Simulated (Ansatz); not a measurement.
Ir: strain and displacement

```yaml
crystal:
  lattice:
    - [0.00000, 1.91970, 1.91970]
    - [1.91970, 0.00000, 1.91970]
    - [1.91970, 1.91970, 0.00000]
  atoms:
    - { symbol: Ir, position: [0.00000, 0.00000, 0.00000] }
```

The cell comes from COD entry 9008470, which wasn't checked; take it as a given geometry.

No spin–orbit coupling, which matters for the heavy atoms here.

All numbers below come from DFT, PBE, PAW with Ansatz's default frozen-core files, scalar-relativistic (Ansatz 0.2.0).

The runs use a Γ-centred 15×15×15 k mesh, Fermi–Dirac smearing of 0.05 eV, cutoff 420 eV, no spin polarisation.

The unchanged cell is at 8.92 GPa.

In a metal, stresses and small energies carry noise from the k mesh.

x, y and z are the Cartesian axes of the cell as listed; fractional coordinates follow a strain, and an engineering shear is twice the off-diagonal strain component.

With equal xy, yz and zx engineering shear strains of -3 %: energy change +34.4 meV/atom; stress change (xx, yy, zz, yz, xz, xy) 1.34, 1.34, 1.34, 8.40, 8.40, 8.40 GPa, compression positive.

With this change (equal xy, yz and zx engineering shear strains of -1 %), what becomes of the energy and stress?

Energy change +3.8 meV/atom; stress change (xx, yy, zz, yz, xz, xy) 0.15, 0.15, 0.15, 2.81, 2.81, 2.81 GPa, compression positive.

With this change (equal xy, yz and zx engineering shear strains of +2 %), what becomes of the energy and stress?

Energy change +15.3 meV/atom; stress change (xx, yy, zz, yz, xz, xy) 0.60, 0.60, 0.60, -5.77, -5.77, -5.77 GPa, compression positive.

With this change (equal xy, yz and zx engineering shear strains of -2 %), what becomes of the energy and stress?

Energy change +15.2 meV/atom; stress change (xx, yy, zz, yz, xz, xy) 0.59, 0.59, 0.59, 5.61, 5.61, 5.61 GPa, compression positive.

With this change (equal xy, yz and zx engineering shear strains of +1 %), what becomes of the energy and stress?

Energy change +3.8 meV/atom; stress change (xx, yy, zz, yz, xz, xy) 0.15, 0.15, 0.15, -2.86, -2.86, -2.86 GPa, compression positive.

With equal xy, yz and zx engineering shear strains of +3 %: energy change +34.5 meV/atom; stress change (xx, yy, zz, yz, xz, xy) 1.37, 1.37, 1.37, -8.66, -8.66, -8.66 GPa, compression positive.
